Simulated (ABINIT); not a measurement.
# BeS (F-43m) in ABINIT: settings compared

Aim: see how the results for BeS move with the level of theory and the settings. Levels: PBEsol, r2SCAN. Tasks: equation of state.

Everything below comes from runs of ABINIT 10.8.3 (patched build). Logs are shortened: lines on timing, memory, paths and dates and some standing lists are left out, and cuts for length are marked. The log counts tension as positive stress, the text compression.

## 1. Starting point

Symmetry: F-43m, No. 216, cubic system. Conventional cell: a = 4.850 Å, b = 4.850 Å, c = 4.850 Å, α = 90.00°, β = 90.00°, γ = 90.00°. S (site symmetry -43m) has 4 Be at 2.10 Å as nearest neighbours. Be (site symmetry -43m) has 4 S at 2.10 Å as nearest neighbours.

## 2. Equation of state, PBEsol

Contents of run.abi:

```
# Datasets: one volume each
ndtset 7
getwfk -1
scalecart1 3*0.9795861087
scalecart2 3*0.9864848297
scalecart3 3*0.9932883884
scalecart4 3*1.0000000000
scalecart5 3*1.0066227096
scalecart6 3*1.0131594038
scalecart7 3*1.0196128224

# Pseudopotentials
pp_dirpath "./"
pseudos "S.GGA_PBE-JTH.xml, Be.GGA_PBE-JTH.xml"

# Structure
acell 3*1.0
rprim
     0.0000000000     4.5825858522     4.5825858522
     4.5825858522     0.0000000000     4.5825858522
     4.5825858522     4.5825858522     0.0000000000
ntypat 2
znucl 16 4
natom 2
typat 1 2
xred
     0.7500000000     0.7500000000     0.7500000000
     0.0000000000     0.0000000000     0.0000000000

# Plane-wave basis
ecut 20.0
pawecutdg 40.0
pawxcdev 0

# k points
kptopt 1
ngkpt 9 9 9
nshiftk 1
shiftk 0.0 0.0 0.0

# Exchange and correlation
ixc -116133

# Bands and occupations
nband 9
occopt 3
tsmear 0.05 eV

# SCF cycle
nstep 100
tolvrs 1.0e-9

# Output
iomode 3
prtwf 1
prtden 0
prteig 0
prtebands 0
enunit 2
```

Potentials or basis: JTH PAW PBE v2.0.

Started as:

```sh
> abinit run.abi > log 2>&1
```

run.abo:

```text
.Version 10.8.3 of ABINIT
 DATASET    1 : space group F-4 3 m (#216); Bravais cF (face-center cubic)
================================================================================
 Values of the parameters that define the memory need for DATASET  1.
     intxc =       0    ionmov =       0      iscf =      17    lmnmax =       8
     lnmax =       4     mgfft =      27  mpssoang =       2    mqgrid =    3001
     natom =       2  nloc_mem =       2    nspden =       1   nspinor =       1
    nsppol =       1      nsym =      24    n1xccc =       1    ntypat =       2
    occopt =       3   xclevel =       2
       mpw =         785          nfft =       19683          nkpt =          35
 PAW method is used; the additional fine FFT grid is defined by:
   mgfftf=        40    nfftf =     64000
================================================================================
================================================================================
[... 71 lines left out ...]
 DATASET    7 : space group F-4 3 m (#216); Bravais cF (face-center cubic)
================================================================================
 Values of the parameters that define the memory need for DATASET  7.
     intxc =       0    ionmov =       0      iscf =      17    lmnmax =       8
     lnmax =       4     mgfft =      30  mpssoang =       2    mqgrid =    3001
     natom =       2  nloc_mem =       2    nspden =       1   nspinor =       1
    nsppol =       1      nsym =      24    n1xccc =       1    ntypat =       2
    occopt =       3   xclevel =       2
       mpw =         891          nfft =       27000          nkpt =          35
 PAW method is used; the additional fine FFT grid is defined by:
   mgfftf=        40    nfftf =     64000
================================================================================
================================================================================

--------------------------------------------------------------------------------
------------- Echo of variables that govern the present computation ------------
--------------------------------------------------------------------------------
 -outvars: echo values of preprocessed input variables --------
            acell      1.0000000000E+00  1.0000000000E+00  1.0000000000E+00 Bohr
              amu      3.20660000E+01  9.01218200E+00
             ecut      2.00000000E+01 Hartree
           enunit           2
           getwfk          -1
              ixc     -116133
           jdtset        1    2    3    4    5    6    7
         kptrlatt        9    0    0      0    9    0      0    0    9
          kptrlen1     5.71361187E+01
          kptrlen2     5.75384990E+01
          kptrlen3     5.79353288E+01
          kptrlen4     5.83267956E+01
          kptrlen5     5.87130770E+01
          kptrlen6     5.90943414E+01
          kptrlen7     5.94707486E+01
            natom           2
            nband           9
           ndtset           7
            ngfft1         27      27      27
            ngfft2         27      27      27
            ngfft3         27      27      27
            ngfft4         30      30      30
            ngfft5         30      30      30
            ngfft6         30      30      30
            ngfft7         30      30      30
          ngfftdg          40      40      40
             nkpt          35
            nstep         100
             nsym          24
           ntypat           2
           occopt           3
        pawecutdg      4.00000000E+01 Hartree
         pawxcdev           0
           prtden           0
        prtebands           0
           prteig           0
            rprim1     0.0000000000E+00  4.4890374427E+00  4.4890374427E+00
                       4.4890374427E+00  0.0000000000E+00  4.4890374427E+00
                       4.4890374427E+00  4.4890374427E+00  0.0000000000E+00
            rprim2     0.0000000000E+00  4.5206514240E+00  4.5206514240E+00
                       4.5206514240E+00  0.0000000000E+00  4.5206514240E+00
                       4.5206514240E+00  4.5206514240E+00  0.0000000000E+00
            rprim3     0.0000000000E+00  4.5518293158E+00  4.5518293158E+00
                       4.5518293158E+00  0.0000000000E+00  4.5518293158E+00
                       4.5518293158E+00  4.5518293158E+00  0.0000000000E+00
            rprim4     0.0000000000E+00  4.5825858522E+00  4.5825858522E+00
                       4.5825858522E+00  0.0000000000E+00  4.5825858522E+00
                       4.5825858522E+00  4.5825858522E+00  0.0000000000E+00
            rprim5     0.0000000000E+00  4.6129349875E+00  4.6129349875E+00
                       4.6129349875E+00  0.0000000000E+00  4.6129349875E+00
                       4.6129349875E+00  4.6129349875E+00  0.0000000000E+00
            rprim6     0.0000000000E+00  4.6428899499E+00  4.6428899499E+00
                       4.6428899499E+00  0.0000000000E+00  4.6428899499E+00
                       4.6428899499E+00  4.6428899499E+00  0.0000000000E+00
            rprim7     0.0000000000E+00  4.6724632947E+00  4.6724632947E+00
                       4.6724632947E+00  0.0000000000E+00  4.6724632947E+00
                       4.6724632947E+00  4.6724632947E+00  0.0000000000E+00
          spgroup         216
           tolvrs      1.00000000E-09
           tsmear      1.83746611E-03 Hartree
            typat      1  2
           useylm           1
           xangst1     3.5632444680E+00  3.5632444680E+00  3.5632444680E+00
                       0.0000000000E+00  0.0000000000E+00  0.0000000000E+00
           xangst2     3.5883385656E+00  3.5883385656E+00  3.5883385656E+00
                       0.0000000000E+00  0.0000000000E+00  0.0000000000E+00
           xangst3     3.6130865103E+00  3.6130865103E+00  3.6130865103E+00
                       0.0000000000E+00  0.0000000000E+00  0.0000000000E+00
           xangst4     3.6374999975E+00  3.6374999975E+00  3.6374999975E+00
                       0.0000000000E+00  0.0000000000E+00  0.0000000000E+00
           xangst5     3.6615901037E+00  3.6615901037E+00  3.6615901037E+00
                       0.0000000000E+00  0.0000000000E+00  0.0000000000E+00
           xangst6     3.6853673288E+00  3.6853673288E+00  3.6853673288E+00
                       0.0000000000E+00  0.0000000000E+00  0.0000000000E+00
           xangst7     3.7088416389E+00  3.7088416389E+00  3.7088416389E+00
                       0.0000000000E+00  0.0000000000E+00  0.0000000000E+00
            xcart1     6.7335561641E+00  6.7335561641E+00  6.7335561641E+00
                       0.0000000000E+00  0.0000000000E+00  0.0000000000E+00
            xcart2     6.7809771360E+00  6.7809771360E+00  6.7809771360E+00
                       0.0000000000E+00  0.0000000000E+00  0.0000000000E+00
            xcart3     6.8277439738E+00  6.8277439738E+00  6.8277439738E+00
                       0.0000000000E+00  0.0000000000E+00  0.0000000000E+00
            xcart4     6.8738787783E+00  6.8738787783E+00  6.8738787783E+00
                       0.0000000000E+00  0.0000000000E+00  0.0000000000E+00
            xcart5     6.9194024813E+00  6.9194024813E+00  6.9194024813E+00
                       0.0000000000E+00  0.0000000000E+00  0.0000000000E+00
            xcart6     6.9643349248E+00  6.9643349248E+00  6.9643349248E+00
                       0.0000000000E+00  0.0000000000E+00  0.0000000000E+00
            xcart7     7.0086949420E+00  7.0086949420E+00  7.0086949420E+00
                       0.0000000000E+00  0.0000000000E+00  0.0000000000E+00
             xred      7.5000000000E-01  7.5000000000E-01  7.5000000000E-01
                       0.0000000000E+00  0.0000000000E+00  0.0000000000E+00
            znucl       16.00000    4.00000

================================================================================

 chkinp: Checking input parameters for consistency, jdtset=   1.

 chkinp: Checking input parameters for consistency, jdtset=   2.
[... 39 lines left out ...]
 getcut : COMMENT -
  Note that boxcut > 2.2 ; recall that boxcut=Gcut(box)/Gcut(sphere) = 2
  is sufficient for exact treatment of convolution.
  Such a large boxcut is a waste : you could raise ecut
  e.g. ecut=   48.977125 Hartrees makes boxcut=2

--- Pseudopotential description ------------------------------------------------
- pspini: atom type   1  psp file is ./S.GGA_PBE-JTH.xml
 Pseudopotential format is: paw10
 basis_size (lnmax)=  4 (lmn_size=  8), orbitals=   0   0   1   1
 Spheres core radius: rc_sph= 1.90380259
 Shapefunction is SIN type: shapef(r)=[sin(pi*r/rshp)/(pi*r/rshp)]**2
 Radius for shape functions =  1.40128485
 Compensation charge density is not taken into account in XC energy/potential

- pspini: atom type   2  psp file is ./Be.GGA_PBE-JTH.xml
 Pseudopotential format is: paw10
 basis_size (lnmax)=  4 (lmn_size=  8), orbitals=   0   0   1   1
 Spheres core radius: rc_sph= 1.60727588
 Shapefunction is SIN type: shapef(r)=[sin(pi*r/rshp)/(pi*r/rshp)]**2
 Radius for shape functions =  1.40108027
 Compensation charge density is not taken into account in XC energy/potential

   7.24354900E+01                                ecore*ucvol(ha*bohr**3)
--------------------------------------------------------------------------------

================================================================================

--- !BeginCycle
iteration_state: {dtset: 1, }
solver: {iscf: 17, nstep: 100, nline: 4, wfoptalg: 10, }
tolerances: {tolvrs: 1.00E-09, }
...
[... 1271 lines left out ...]
-Cartesian components of stress tensor (GPa)         [Pressure= -5.7109E+00 GPa]
- sigma(1 1)=  5.71090015E+00  sigma(3 2)=  0.00000000E+00
- sigma(2 2)=  5.71090015E+00  sigma(3 1)=  0.00000000E+00
- sigma(3 3)=  5.71090015E+00  sigma(2 1)=  0.00000000E+00

== END DATASET(S) ==============================================================
================================================================================

 -outvars: echo values of variables after computation  --------
            acell      1.0000000000E+00  1.0000000000E+00  1.0000000000E+00 Bohr
           etotal1    -2.5064478370E+01
           etotal2    -2.5065086943E+01
           etotal3    -2.5065391715E+01
           etotal4    -2.5065425330E+01
           etotal5    -2.5065210358E+01
           etotal6    -2.5064771189E+01
           etotal7    -2.5064127558E+01
            fcart1    -1.4995671441E-29 -1.4995671441E-29  4.4987014324E-29
                       1.4995671441E-29  1.4995671441E-29 -4.4987014324E-29
            fcart2     7.4454015877E-30 -2.2336204763E-29  7.4454015877E-30
                      -7.4454015877E-30  2.2336204763E-29 -7.4454015877E-30
            fcart3     7.3944040855E-30  7.3944040855E-30 -2.2183212256E-29
                      -7.3944040855E-30 -7.3944040855E-30  2.2183212256E-29
            fcart4    -1.1711295090E-28 -5.8354745158E-29  2.3543628353E-28
                       1.1711295090E-28  5.8354745158E-29 -2.3543628353E-28
            fcart5    -1.3133616165E-28 -5.8371627401E-29  2.4807941645E-28
                       1.3133616165E-28  5.8371627401E-29 -2.4807941645E-28
[... 38 lines left out ...]
                       0.0000000000E+00  0.0000000000E+00  0.0000000000E+00
           xangst1     3.5632444680E+00  3.5632444680E+00  3.5632444680E+00
                       0.0000000000E+00  0.0000000000E+00  0.0000000000E+00
           xangst2     3.5883385656E+00  3.5883385656E+00  3.5883385656E+00
                       0.0000000000E+00  0.0000000000E+00  0.0000000000E+00
           xangst3     3.6130865103E+00  3.6130865103E+00  3.6130865103E+00
                       0.0000000000E+00  0.0000000000E+00  0.0000000000E+00
           xangst4     3.6374999975E+00  3.6374999975E+00  3.6374999975E+00
                       0.0000000000E+00  0.0000000000E+00  0.0000000000E+00
           xangst5     3.6615901037E+00  3.6615901037E+00  3.6615901037E+00
                       0.0000000000E+00  0.0000000000E+00  0.0000000000E+00
           xangst6     3.6853673288E+00  3.6853673288E+00  3.6853673288E+00
                       0.0000000000E+00  0.0000000000E+00  0.0000000000E+00
           xangst7     3.7088416389E+00  3.7088416389E+00  3.7088416389E+00
                       0.0000000000E+00  0.0000000000E+00  0.0000000000E+00
             xred      7.5000000000E-01  7.5000000000E-01  7.5000000000E-01
                       0.0000000000E+00  0.0000000000E+00  0.0000000000E+00
 Calculation completed.
```

Wall time 56 s (1 thread of Arm Neoverse V2, shared host); peak memory 0.13 GiB.

What came out:

```
Equilibrium volume                      : 14.15 Å³/atom
Bulk modulus                            : 97 GPa
Pressure derivative of the bulk modulus : 3.9
```

Energy against volume, from the lowest point:
| volume (Å³/atom) | energy (meV/atom) |
| --- | --- |
| 13.405 | 12.88 |
| 13.690 | 4.60 |
| 13.975 | 0.46 |
| 14.261 | 0.00 |
| 14.546 | 2.92 |
| 14.831 | 8.90 |
| 15.116 | 17.66 |

Caveat: pressures at fixed basis lie under the slope of the energies; the PAW data sets were made with another functional, which shifts forces and pressure a little.

## 3. Equation of state, r2SCAN

Edit run.abi of step 2 so:

```diff
@@ -30,5 +30,4 @@
 # Plane-wave basis
-ecut 20.0
-pawecutdg 40.0
-pawxcdev 0
+ecut 24.0
+pawecutdg 46.0
 
@@ -41,3 +40,5 @@
 # Exchange and correlation
-ixc -116133
+ixc -497498
+usekden 1
+pawxcdev 0
 
@@ -50,3 +51,3 @@
 nstep 100
-tolvrs 1.0e-9
+tolvrs 1.0e-7
```

Potentials or basis: JTH PAW PBE v2.0.

Started as:

```sh
> abinit run.abi > log 2>&1
```

Wall time 3 min (1 thread of Arm Neoverse V2, shared host); peak memory 0.16 GiB.

It converged, with:

```
Equilibrium volume                      : 14.44 Å³/atom
Bulk modulus                            : 97 GPa
Pressure derivative of the bulk modulus : 3.8
```

Energy against volume, from the lowest point:
```tsv
volume (Å³/atom)	energy (meV/atom)
13.405	25.20
13.690	12.69
13.975	4.57
14.261	0.45
14.546	0.00
14.831	2.74
15.116	8.59
```

Caveat: pressures at fixed basis lie under the slope of the energies; the PAW data sets were made with another functional, which shifts forces and pressure a little.
